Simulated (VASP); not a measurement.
# B12N11 (a cell with a defect) in VASP: notebook, part 2 of 2

VASP 6.6.1.

## 3. Single point, PBEsol, collinear spin, ferromagnetic start

The input, INCAR:

```
PREC = Accurate
ENCUT = 450
EDIFF = 1E-5
ISMEAR = 0
SIGMA = 0.03
LREAL = Auto
LASPH = T
NELM = 120
ALGO = Normal
ISIF = 2
LWAVE = F
LCHARG = F
ISPIN = 2
MAGMOM = 0.5 0.5 0.5 0 0.5 0 0 0 0 0 0 0 0 0 0 0 0 0 0 0 0 0 0
LORBIT = 11
GGA = PS
NELECT = 92.0
ISYM = 0
KPAR = 4
```

The input, KPOINTS:

```
Automatic mesh
0
Gamma
  3 4 4
```

The input, POSCAR:

```
B12N11                                  
1.0
    0.0000000000      5.4225000000      5.4225000000
    3.6150000000      0.0000000000      3.6150000000
    3.6150000000      3.6150000000      0.0000000000
  B               N             
    12    11
Direct
     0.0011296110834554    0.0021643106730427    0.0026174357682369
     0.9957010413719681    0.0061610616780646    0.4982210757495617
     0.9960208789962517    0.4992469435231180    0.0054594182385940
     0.0003208609593543    0.5005232578811731    0.5002966394570185
     0.3387699634709734    0.9952637512979219    0.9940303314179073
     0.3300744423734143    0.0032915697512867    0.4996538755188520
     0.3300943288441615    0.5003846056458813    0.0027033183126471
     0.3304584476592152    0.5010795448440201    0.5003196946485066
     0.6631053002351327    0.0027724513395237    0.0017824891141234
     0.6667264779283327    0.0022027275974605    0.4979735623226961
     0.6666909494872979    0.4988426559957656    0.0014371728437474
     0.6648093294785575    0.5012583977330077    0.5003475027181579
     0.0824117544240813    0.1278056101071922    0.6248645976795300
     0.0824812805056113    0.6252862280172419    0.1274654307328081
     0.0815037169027632    0.6262414359944763    0.6257442488771092
     0.4141545975211736    0.1265352574729051    0.1257182484559849
     0.4178728898357919    0.1255596147583595    0.6209485048517216
     0.4178939775436342    0.6218814790618660    0.1247241114635518
     0.4140910583308696    0.6265852043844440    0.6258835755544468
     0.7513843876169374    0.1250739827638059    0.1243685882071284
     0.7462546063419894    0.1275286941941607    0.6277758998735585
     0.7462725356949095    0.6287226262536670    0.1265544229429259
     0.7490445633941401    0.6259195890316166    0.6251908552512158
```

Potentials or basis: VASP PAW PBE potentials, release 64 (B, N).

Run with:

```sh
$ cat potpaw_PBE.64/B/POTCAR potpaw_PBE.64/N/POTCAR > POTCAR
$ mpirun -np 4 vasp_std > vasp.out
```

Run time: 3.6 min. Hardware: 4 MPI ranks of Intel Xeon Platinum 8259CL at 2.50GHz (Skylake/Cascade Lake), shared host; peak memory 0.42 GiB.

The run converged. Its results:

```yaml
Free_energy: -192.9479 eV
Largest_force: 0.410 eV/Å
Band_gap_on_the_k_mesh: none (metal or under the smearing width)
Net_moment: 0.85 μB per cell
Site_moments: B +0.01, +0.03, +0.00, +0.28, +0.02; N +0.00, +0.02, +0.01 μB
Valence_electrons_inside_the_program's_atomic_spheres: B 1.91, 2.06, 1.96, 2.04, 2.05; N 3.94, 3.93, 3.96
```

Forces on the atoms (eV/Å):
```
B   -0.346 -0.145 -0.090
B    0.273  0.287 -0.106
B    0.273 -0.132  0.268
B   -0.088  0.049  0.049
B   -0.066  0.002 -0.009
B    0.069 -0.064 -0.041
B    0.058 -0.039 -0.055
B    0.025 -0.053 -0.048
B   -0.090  0.041  0.028
B    0.049 -0.005 -0.031
B    0.039 -0.022  0.002
B   -0.020  0.000  0.000
N   -0.033  0.031  0.150
N   -0.035  0.159  0.019
N   -0.255  0.012  0.013
N    0.058 -0.090 -0.090
N    0.028 -0.005 -0.030
N    0.038 -0.040 -0.017
N   -0.007  0.008  0.009
N    0.032  0.010  0.011
N   -0.001 -0.018 -0.021
N   -0.004  0.012 -0.015
N    0.003  0.003  0.004
```

Levels at points of the mesh, in eV from the Fermi level:
Spin up:
| k point | band 42 | band 43 | band 44 | band 45 | band 46 | band 47 | band 48 | band 49 | band 50 | band 51 |
| --- | --- | --- | --- | --- | --- | --- | --- | --- | --- | --- |
| (0.00, 0.00, 0.00) | -6.19 | -5.21 | -5.01 | -4.98 | -0.24 | 0.12 | 1.05 | 1.85 | 2.09 | 2.28 |
| (0.00, 0.50, 0.00) | -6.39 | -5.73 | -5.65 | -4.74 | -0.87 | -0.01 | 1.19 | 2.17 | 2.42 | 3.08 |
| (0.00, 0.00, 0.50) | -6.38 | -5.73 | -5.64 | -4.74 | -0.86 | -0.01 | 1.17 | 2.17 | 2.42 | 3.08 |
| (0.00, 0.50, 0.50) | -6.65 | -6.40 | -5.59 | -4.59 | -1.09 | 0.18 | 1.30 | 2.26 | 2.43 | 3.21 |
Spin down:
```csv
k point,band 42,band 43,band 44,band 45,band 46,band 47,band 48,band 49,band 50,band 51
"(0.00, 0.00, 0.00)",-6.02,-5.14,-4.98,-4.96,0.17,0.46,1.16,2.16,2.17,2.39
"(0.00, 0.50, 0.00)",-6.34,-5.71,-5.64,-4.39,-0.73,0.75,1.37,2.31,2.54,3.12
"(0.00, 0.00, 0.50)",-6.34,-5.71,-5.63,-4.39,-0.71,0.76,1.35,2.31,2.54,3.12
"(0.00, 0.50, 0.50)",-6.62,-6.36,-5.58,-4.27,-0.89,0.98,1.47,2.33,2.49,3.26
```

Caveat: the k mesh is coarse (spacing up to 0.38 Å⁻¹), so the values aren't converged; the cell is charged against a uniform background, so pressure and absolute levels hang on convention; the PAW data sets were made with another functional, which shifts forces and pressure a little.

## 4. Single point, LDA, collinear spin, ferromagnetic start

Changes to INCAR since step 3:

```diff
@@ -15,3 +15,3 @@
 LORBIT = 11
-GGA = PS
+NUPDOWN = 2
 NELECT = 92.0
```

KPOINTS is that of step 3.

POSCAR is that of step 3.

Potentials or basis: VASP PAW LDA potentials, release 64 (B, N).

Run with:

```sh
$ cat potpaw_LDA.64/B/POTCAR potpaw_LDA.64/N/POTCAR > POTCAR
$ mpirun -np 4 vasp_std > vasp.out
```

Wall time 3.4 min (4 MPI ranks of Intel Xeon Platinum 8259CL at 2.50GHz (Skylake/Cascade Lake), shared host); peak memory 0.36 GiB.

Results (log left out):

```yaml
Free_energy: -204.4813 eV
Largest_force: 0.263 eV/Å
Net_moment: 2.00 μB per cell
Site_moments: B +0.18, +0.21, +0.01, +0.28, +0.04, +0.02; N +0.02, +0.01, +0.00 μB
Valence_electrons_inside_the_program's_atomic_spheres: B 1.92, 2.07, 1.98, 2.06, 2.05; N 3.93, 3.92, 3.94, 3.95
```

Forces in eV/Å, atoms in the order of the input:
```
B   -0.153 -0.142 -0.123
B    0.149  0.167 -0.135
B    0.157 -0.137  0.160
B   -0.018  0.004  0.010
B   -0.121  0.118  0.112
B    0.003 -0.018 -0.004
B   -0.007 -0.004 -0.011
B    0.002 -0.002  0.002
B   -0.013  0.008 -0.007
B    0.007 -0.005 -0.006
B    0.002  0.000  0.001
B   -0.006  0.003  0.004
N    0.000  0.006  0.010
N   -0.001 -0.005  0.001
N   -0.041 -0.010 -0.003
N   -0.016 -0.001 -0.004
N    0.025  0.011 -0.023
N    0.034 -0.027  0.001
N   -0.004 -0.002  0.001
N    0.034  0.009  0.012
N   -0.015 -0.014  0.009
N   -0.014  0.035 -0.014
N   -0.005  0.008  0.008
```

Caveat: the k mesh is coarse (spacing up to 0.38 Å⁻¹), so the values aren't converged; the cell is charged against a uniform background, so pressure and absolute levels hang on convention; the total moment is fixed, so each spin has its own Fermi level.

## 5. Single point, PBEsol, collinear spin, ferromagnetic start

Changes to INCAR since step 4:

```diff
@@ -16,2 +16,3 @@
 NUPDOWN = 2
+GGA = PS
 NELECT = 92.0
```

The input, KPOINTS:

```
Automatic mesh
0
Gamma
  3 5 5
```

POSCAR is that of step 4.

Potentials or basis: VASP PAW PBE potentials, release 64 (B, N).

Run with:

```sh
$ cat potpaw_PBE.64/B/POTCAR potpaw_PBE.64/N/POTCAR > POTCAR
$ mpirun -np 4 vasp_std > vasp.out
```

Run time: 4.4 min. Hardware: 4 MPI ranks of Intel Xeon Platinum 8259CL at 2.50GHz (Skylake/Cascade Lake), shared host; peak memory 0.5 GiB.

Results (log left out):

- Free energy: -192.7426 eV
- Largest force: 0.131 eV/Å
- Net moment: 2.00 μB per cell
- Site moments: B +0.17, +0.20, +0.01, +0.31, +0.04, +0.02; N +0.01, +0.00, +0.02, -0.00 μB
- Valence electrons inside the program's atomic spheres: B 1.91, 2.06, 1.97, 2.04, 2.05; N 3.94, 3.95, 3.93, 3.96

Forces in eV/Å, atoms in the order of the input:
```
B    0.088 -0.092 -0.032
B    0.011 -0.003 -0.047
B    0.009 -0.074 -0.031
B    0.037 -0.010 -0.009
B    0.019  0.075  0.058
B   -0.052  0.010  0.030
B   -0.064  0.030  0.019
B    0.002  0.019  0.023
B    0.065  0.011 -0.002
B   -0.027 -0.027 -0.019
B   -0.036 -0.013 -0.022
B    0.044  0.003  0.002
N    0.001  0.011  0.020
N   -0.003  0.025  0.002
N   -0.058 -0.012 -0.009
N   -0.028  0.023  0.020
N    0.005 -0.010  0.006
N    0.015 -0.002 -0.020
N    0.006 -0.010 -0.008
N   -0.011 -0.016 -0.013
N   -0.003  0.015 -0.005
N   -0.006  0.026  0.017
N   -0.013  0.018  0.018
```

Caveat: the cell is charged against a uniform background, so pressure and absolute levels hang on convention; the PAW data sets were made with another functional, which shifts forces and pressure a little; the total moment is fixed, so each spin has its own Fermi level.

## 6. Overview

| task | level | potentials or basis | fixed moment (μB) | cell | k mesh | mesh quality | moment (μB) | largest force (eV/Å) |
| --- | --- | --- | --- | --- | --- | --- | --- | --- |
| relaxation of the atoms | PBEsol | VASP PAW PBE potentials, release 64 (B, N) | 2 | atoms relaxed from: atoms moved at random, drawn with an rms of 0.05 Å | 3 × 4 × 4 | coarse | 2.00 | 0.03 |
| single point | PBEsol | VASP PAW PBE potentials, release 64 (B, N) | - | as given | 3 × 4 × 4 | coarse | 0.85 | 0.41 |
| single point | LDA | VASP PAW LDA potentials, release 64 (B, N) | 2 | as given | 3 × 4 × 4 | coarse | 2.00 | 0.26 |
| single point | PBEsol | VASP PAW PBE potentials, release 64 (B, N) | 2 | as given | 3 × 5 × 5 | not flagged | 2.00 | 0.13 |

Alike in all rows: spin collinear, ferromagnetic start; cutoff (eV) 450; smearing gaussian 0.03 eV.

Caveats: some runs use coarse meshes; the cell is charged against a uniform background, so pressure and absolute levels hang on convention; the PAW data sets were made with another functional, which shifts forces and pressure a little (some runs); the total moment is fixed, so each spin has its own Fermi level (some runs).

Absolute energies hang on the potentials; compare differences alone.
